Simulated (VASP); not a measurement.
A run of VASP 6.6.1 is set up as follows.

INCAR

```
SYSTEM = PtS2
PREC = Accurate
ENCUT = 600
EDIFF = 1E-6
ISMEAR = 0
SIGMA = 0.03
LREAL = .FALSE.
LASPH = .TRUE.
NELM = 120
ALGO = Normal
ISIF = 3
LWAVE = .FALSE.
LCHARG = .FALSE.
GGA = PE
IVDW = 13
IBRION = 2
NSW = 40
EDIFFG = -0.005
LATTICE_CONSTRAINTS = .TRUE. .TRUE. .FALSE.
KPAR = 4
```

File KPOINTS:

```
Automatic mesh
0
G
  12 12 1
  0 0 0
```

The input POSCAR:

```
PtS2
1.0
    3.5600000000      0.0000000000      0.0000000000
   -1.7800000000      3.0830504400      0.0000000000
    0.0000000000      0.0000000000     18.4600000000
S Pt
2 1
Direct
    0.3333330000      0.6666670000      0.4333694500
    0.6666670000      0.3333330000      0.5666305500
    0.0000000000      0.0000000000      0.5000000000
```

Potentials or basis: VASP PAW PBE potentials, release 64 (S, Pt).

Run with:

```sh
$ cat potpaw_PBE.64/S/POTCAR potpaw_PBE.64/Pt/POTCAR > POTCAR
$ mpirun -np 4 vasp_std > vasp.out
```

Problem. Predict the dispersion energy per atom.

Solution. -0.310 eV.

Problem. Predict the relaxed volume.

Solution. 66.62 Å³/atom.

Problem. What does it give for the space group after relaxing (to 0.05 Å)?

Solution. P-3m1 (No. 164).

Problem. Estimate the relaxed cell.

Solution. a = 3.536 Å, b = 3.536 Å, c = 18.460 Å, α = 90.00°, β = 90.00°, γ = 120.00°.

Final structure:
```yaml
crystal:
  lattice:
    - [3.53583, 0.00000, 0.00000]
    - [-1.76791, 3.06211, 0.00000]
    - [0.00000, 0.00000, 18.46000]
  atoms:
    - { symbol: S, position: [0.33333, 0.66667, 0.43284] }
    - { symbol: S, position: [0.66667, 0.33333, 0.56716] }
    - { symbol: Pt, position: [0.00000, 0.00000, 0.50000] }
```
